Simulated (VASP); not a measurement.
# MgO (P-6m2) in VASP: single point with PBEsol

Aim: the single point of MgO with PBEsol.

Everything below comes from runs of VASP 6.6.1. Logs are shortened: lines on timing, memory, paths and dates and some standing lists are left out, and cuts for length are marked.

## Step 1: The crystal as given

Symmetry: P-6m2, No. 187, hexagonal system. The conventional cell has a = 2.938 Å, b = 2.938 Å, c = 2.680 Å, α = 90.00°, β = 90.00°, γ = 120.00°. Around Mg (site symmetry -6m2) lie 6 O at 2.16 Å. O (site symmetry -6m2) has 6 Mg at 2.16 Å as nearest neighbours.

Measurements of this composition are mostly on another form, of space group No. 225.

## Step 2: Single point, PBEsol

Contents of INCAR:

```
PREC = Accurate
ENCUT = 520
EDIFF = 1E-6
ISMEAR = 0
SIGMA = 0.05
LREAL = False
LASPH = True
NELM = 80
ALGO = Fast
ISIF = 2
LWAVE = False
LCHARG = False
GGA = PS
NBANDS = 11
```

Contents of KPOINTS:

```
regular mesh
0
Gamma
  9 9 8
```

Contents of POSCAR:

```
MgO
1.0
    2.9380209034      0.0000000000      0.0000000000
   -1.4690104517      2.5444007392      0.0000000000
    0.0000000000      0.0000000000      2.6796800000
Mg O
1 1
Direct
    0.0000000000      0.0000000000      0.0000000000
    0.3333333333      0.6666666667      0.5000000000
```

Potentials or basis: VASP PAW PBE potentials, release 64 (Mg, O).

Command:

```bash
$ cat potpaw_PBE.64/Mg/POTCAR potpaw_PBE.64/O/POTCAR > POTCAR
$ mpirun -np 1 vasp_std > vasp.out
```

OUTCAR:

```text
PREC = Accurate
   ENCUT = 520
   EDIFF = 1E-6
   ISMEAR = 0
   LREAL = False
   LASPH = True
   NELM = 80
   ISIF = 2
   GGA = PS

 ion  position               nearest neighbor table
   1  0.000  0.000  0.000-   2 2.16   2 2.16   2 2.16   2 2.16   2 2.16   2 2.16
   2  0.333  0.667  0.500-   1 2.16   1 2.16   1 2.16   1 2.16   1 2.16   1 2.16

  LATTYP: Found a hexagonal cell.
 ALAT       =     2.9380209034
 C/A-ratio  =     0.9120697531

  Lattice vectors:

 A1 = (   2.9380209034,   0.0000000000,   0.0000000000)
 A2 = (  -1.4690104517,   2.5444007392,   0.0000000000)
 A3 = (   0.0000000000,   0.0000000000,   2.6796800000)

Analysis of symmetry for initial positions (statically):
=====================================================================
 Subroutine PRICEL returns:
 Original cell was already a primitive cell.

 Routine SETGRP: Setting up the symmetry group for a
 hexagonal supercell.

 Subroutine GETGRP returns: Found 12 space group operations
 (whereof 12 operations were pure point group operations)
 out of a pool of 24 trial point group operations.

The static configuration has the point symmetry D_3h.

Analysis of symmetry for dynamics (positions and initial velocities):
=====================================================================
 Subroutine PRICEL returns:
 Original cell was already a primitive cell.

 Routine SETGRP: Setting up the symmetry group for a
 hexagonal supercell.

 Subroutine GETGRP returns: Found 12 space group operations
 (whereof 12 operations were pure point group operations)
 out of a pool of 24 trial point group operations.

The dynamic configuration has the point symmetry D_3h.

 Subroutine INISYM returns: Found 12 space group operations
 (whereof 12 operations are pure point group operations),
 and found     1 'primitive' translations

----------------------------------------------------------------------------------------

                                     Primitive cell

  volume of cell :      20.0320

  direct lattice vectors                    reciprocal lattice vectors
     2.938020903  0.000000000  0.000000000     0.340365175  0.196509926  0.000000000
    -1.469010452  2.544400739  0.000000000     0.000000000  0.393019851  0.000000000
     0.000000000  0.000000000  2.679680000     0.000000000  0.000000000  0.373178887

  length of vectors
     2.938020903  2.938020903  2.679680000     0.393019851  0.393019851  0.373178887

  position of ions in fractional coordinates (direct lattice)
     0.000000000  0.000000000  0.000000000
[... 83 lines left out ...]
   NFREE  =      0    steps in history (QN), initial steepest desc. (CG)
   ISIF   =      2    stress and relaxation
   ISYM   =      2    0-nonsym 1-usesym 2-fastsym
   POTIM  = 0.5000    time-step for ionic-motion
   TEBEG  =    0.0;   TEEND  =   0.0 temperature during run
   PSTRESS=    0.0 pullay stress
   NELECT =       8.0000    total number of electrons
   NUPDOWN=      -1.0000    fix difference up-down
   EMIN   =  10.00;   EMAX   =-10.00  energy-range for DOS
   EFERMI =   0.00;   METHOD = LEGACY
   ISMEAR =     0;   SIGMA  =   0.05  broadening in eV -4-tet -1-fermi 0-gaus
   EFERMI_NEDOS =   21; number of points for ismear=-14 and -15
   IALGO  =     68    algorithm
   IMIX   =      4    mixing-type and parameters
     AMIX     =   0.40;   BMIX     =  1.00
     AMIX_MAG =   1.60;   BMIX_MAG =  1.00
  volume/ion in A,a.u.               =      10.02        67.59
  Fermi-wavevector in a.u.,A,eV,Ry     =   1.205583  2.278221 19.775115  1.453430
  Thomas-Fermi vector in A             =   2.341275
   LORBIT       =      0    0 simple, 1 ext, 2 COOP (PROOUT), +10 PAW based schemes
   GGA     = PS    functional components
   LHFCALC =     F    Hartree Fock is set to
   AEXX    =    0.0000 exact exchange contribution
   IVDW    =     0    specifies the selected vdW correction
   LEPSILON=     F    determine dielectric tensor
   LRPA    =     F    only Hartree local field effects (RPA)
 non-spin polarized calculation
 RMM-DIIS sequential band-by-band and
 Gauss-broadening in eV      SIGMA  =   0.05
  energy-cutoff  :      520.00
  volume of cell :       20.03
 maximum number of plane-waves:       562
 NGX is ok and might be reduce to    24
   NGX = 11   NGY = 11   NGZ =  9

 number of electron       7.9999996 magnetization

 Free energy of the ion-electron system (eV)
  ---------------------------------------------------
  ext. energy  EPLUGINS =         0.00000000
  ---------------------------------------------------
  free energy    TOTEN  =       -11.81645042 eV

  energy without entropy =      -11.81645042  energy(sigma->0) =      -11.81645042

 E-fermi :   3.4626     XC(G=0): -10.9544

 val. band max:        3.1848778902   @ k =   0.3333   0.3333   0.0000
 cond. band min:       6.1048692411   @ k =   0.0000   0.0000   0.0000
 fundamental gap:      2.9199913509
 Fermi energy:         3.4626341591

 k-point     1 :       0.0000    0.0000    0.0000
  band No.  band energies     occupation
      1     -14.1879      2.00000
      2       2.5772      2.00000
      3       2.5772      2.00000
      4       2.7788      2.00000
      5       6.1049      0.00000
      6      14.8769      0.00000
      7      18.6322      0.00000
      8      18.6322      0.00000
      9      22.8347      0.00000
     10      23.9426      0.00000
     11      25.5602      0.00000
[... 309 lines left out ...]
 k-point    24 :       0.3333    0.3333    0.1250
  band No.  band energies     occupation
      1     -12.8964      2.00000
      2      -0.3926      2.00000
      3      -0.3880      2.00000
      4       2.5495      2.00000
      5      11.3106      0.00000
      6      14.4387      0.00000
      7      15.3990      0.00000
      8      20.2373      0.00000
      9      20.7128      0.00000
     10      24.4485      0.00000
     11      27.1257      0.00000

 [... further k-points ...]
[... 5 lines left out ...]
  --------------------------------------------------------------------------------------
  -------------------------------------------------------------------------------------
  Total       -0.5355850     -0.5355850     -0.5689989      0.0000000      0.0000000      0.0000000
  in kB      -42.8366690    -42.8366690    -45.5091451      0.0000000      0.0000000      0.0000000
  external PRESSURE =     -43.7274944 kB  Pullay stress =       0.0000000 kB

 VOLUME and BASIS-vectors are now :
 -----------------------------------------------------------------------------
  energy-cutoff  :      520.00
  volume of cell :       20.03
      direct lattice vectors                 reciprocal lattice vectors
     2.938020903  0.000000000  0.000000000     0.340365175  0.196509926  0.000000000
    -1.469010452  2.544400739  0.000000000     0.000000000  0.393019851  0.000000000
     0.000000000  0.000000000  2.679680000     0.000000000  0.000000000  0.373178887

 POSITION                                       TOTAL-FORCE (eV/Angst)
 -----------------------------------------------------------------------------------
      0.00000      0.00000      0.00000         0.000000      0.000000      0.000000
     -0.00000      1.69627      1.33984         0.000000     -0.000000      0.000000
 -----------------------------------------------------------------------------------
    total drift:                                0.000000     -0.000000     -0.000000

  FREE ENERGIE OF THE ION-ELECTRON SYSTEM (eV)
  ---------------------------------------------------
  free  energy   TOTEN  =       -11.8164504154 eV

  energy  without entropy=      -11.8164504154  energy(sigma->0) =      -11.81645042
```

OSZICAR:

```text
N       E                     dE             d eps       ncg     rms          rms(c)
DAV:   1     0.146406002311E+02    0.14641E+02   -0.45581E+03  1512   0.637E+02
DAV:   2    -0.127516989393E+02   -0.27392E+02   -0.26924E+02  1538   0.135E+02
DAV:   3    -0.133805740162E+02   -0.62888E+00   -0.62842E+00  1579   0.179E+01
DAV:   4    -0.133822634203E+02   -0.16894E-02   -0.16894E-02  1428   0.106E+00
DAV:   5    -0.133822694866E+02   -0.60663E-05   -0.60663E-05  1592   0.623E-02    0.682E+00
RMM:   6    -0.118829750540E+02    0.14993E+01   -0.19863E+00  1320   0.950E+00    0.224E+00
RMM:   7    -0.118413243386E+02    0.41651E-01   -0.34793E-02  1400   0.136E+00    0.142E+00
RMM:   8    -0.118207100381E+02    0.20614E-01   -0.52306E-02  1355   0.231E+00    0.452E-01
RMM:   9    -0.118178129004E+02    0.28971E-02   -0.16992E-03  1472   0.372E-01    0.307E-01
RMM:  10    -0.118164123043E+02    0.14006E-02   -0.28493E-03  1508   0.366E-01    0.315E-02
RMM:  11    -0.118165806622E+02   -0.16836E-03   -0.44831E-04  1523   0.173E-01    0.831E-02
RMM:  12    -0.118164858142E+02    0.94848E-04   -0.55602E-05  1435   0.531E-02    0.445E-02
RMM:  13    -0.118164532279E+02    0.32586E-04   -0.96095E-05  1414   0.711E-02    0.777E-03
RMM:  14    -0.118164509925E+02    0.22354E-05   -0.20638E-06  1296   0.127E-02    0.559E-03
RMM:  15    -0.118164504154E+02    0.57715E-06   -0.12679E-06   951   0.791E-03
   1 F= -.11816450E+02 E0= -.11816450E+02  d E =-.355480E-17
```

Wall time 11 s (1 thread of Intel Xeon Platinum 8488C (Sapphire Rapids), shared host); peak memory 0.14 GiB.

What came out:

| Item | Value |
| --- | --- |
| Free energy | -11.8165 eV |
| Pressure | -4.4 GPa |
| Band gap on the k mesh | 2.92 eV, indirect (least direct gap 3.33 eV) |

Caveat: the PAW data sets were made with another functional, which shifts forces and pressure a little; an odd mesh through Γ misses points on the zone boundary, where band edges often lie.
